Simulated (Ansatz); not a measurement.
Run this with the Python package of Ansatz (0.2.0) and show what comes out.

`mg.extxyz`
```text
1
Lattice="0.0 2.244256 2.244256 2.244256 0.0 2.244256 2.244256 2.244256 0.0" Properties=species:S:1:pos:R:3 pbc="T T T"
Mg    0.00000000    0.00000000    0.00000000
```

Script `mg_restart.py`:
```python
import argparse
import warnings

import ansatz as az

warnings.simplefilter("ignore", az.DeckWarning)

mg = az.Crystal.from_extxyz("mg.extxyz")

parser = argparse.ArgumentParser()
parser.add_argument("stage", choices=["scf", "bands"])
stage = parser.parse_args().stage
calc = mg.calculation()
calc = calc.functional(az.Functional.PBE)
calc = calc.pseudopotentials("paw").basis(38 * az.Ry)
calc = calc.occupations("gaussian")
calc = calc.kpoints(8, 8, 8)
if stage == "scf":
    data = calc.checkpoint(write="state").run(threads=1).report
    print(f"F = {data['free_energy_ev']:.5f} eV after {data['n_iterations']} iterations, saved")
else:
    points = {"K": (0.375, 0.375, 0.75), "G": (0.0, 0.0, 0.0), "L": (0.5, 0.5, 0.5), "W": (0.5, 0.25, 0.75), "X": (0.5, 0.0, 0.5)}
    outcome = calc.checkpoint(read="state", post_process_only=True).band_structure(list(points.values()), intervals=1).run(threads=1)
    bands = outcome.band_structure()
    for label, levels in zip(points, bands.channels[0].eigenvalues_ev - bands.fermi_energy_ev):
        print(f"{label:3s}", " ".join(f"{e:7.3f}" for e in levels if abs(e) < 6))
```

```console
$ python mg_restart.py scf
F = -1923.78973 eV after 6 iterations, saved
```

```console
$ python mg_restart.py bands
K     0.892   1.176   2.287
G
L    -1.447  -1.008
W     1.731   1.731   2.249   3.890
X     0.056   1.082
```

Total energies depend on the potentials; only differences at equal settings carry meaning. A total without «per atom» is that of the cell as typed. For a metal this k-point mesh is coarse: on a finer one energies can move by several to tens of meV an atom and pressures by half a GPa or more, differences at one mesh by less. This isn't the structure that Mg takes at ambient conditions. Levels are Kohn-Sham eigenvalues on this mesh. The whole script took 2.6 s on 1 thread of Intel(R) Xeon(R) Platinum 8259CL CPU @ 2.50GHz (Skylake/Cascade Lake) (shared host), peak memory 0.33 GiB.

(Lines on the test bed's own set-up are left out of the output.)
